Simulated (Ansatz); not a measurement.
Rows from a G0W0 calculation on CdS (Greenockite) (Ansatz 0.2.0; G0W0 on PBE, plane waves, PAW; PAW set soft_1; 6×6×2 mesh, 737 empty bands, screening to 220 eV, PAW set soft_1 files), in eV. Spin-orbit coupling is left out.

```
row      Σx     Σc     Vxc     Z
  A   -8.20  -4.07  -12.44  0.78
  B  -20.83   1.96  -18.08  0.74
  C   -8.72  -3.72  -12.46  0.78
```

Question: Which rows are filled states and which are empty ones, and how can one tell?

Filled: B. Empty: A and C. The sign of Σc tells: for a filled state bare exchange, which holds its interaction with itself, lies below Vxc (Σx − Vxc is -2.8 eV or lower here) and screening gives part back as a positive Σc. For an empty state Σx lies above Vxc (+3.7 eV or more) and the Coulomb hole leaves Σc negative.

[Paths, hosts, dates, memory and timing lines, banners, echoed tables and standing remarks are left out of the program output.]

[Logs are printed without paths, hosts, clocks, repeated set-up lines and the standing remarks that a program may print on its own settings, such as how far it seeks lower states.]

[Runs of the session that timed out or met a known fault of the program may be left out.]

[Cells called generated may have been cut or substituted from an entry of the Crystallography Open Database or the Materials Project.]

[Hosts, paths, dates, database ids (printed as entryN), source tags and the programs' standing remarks are cut or masked in the printed files.]
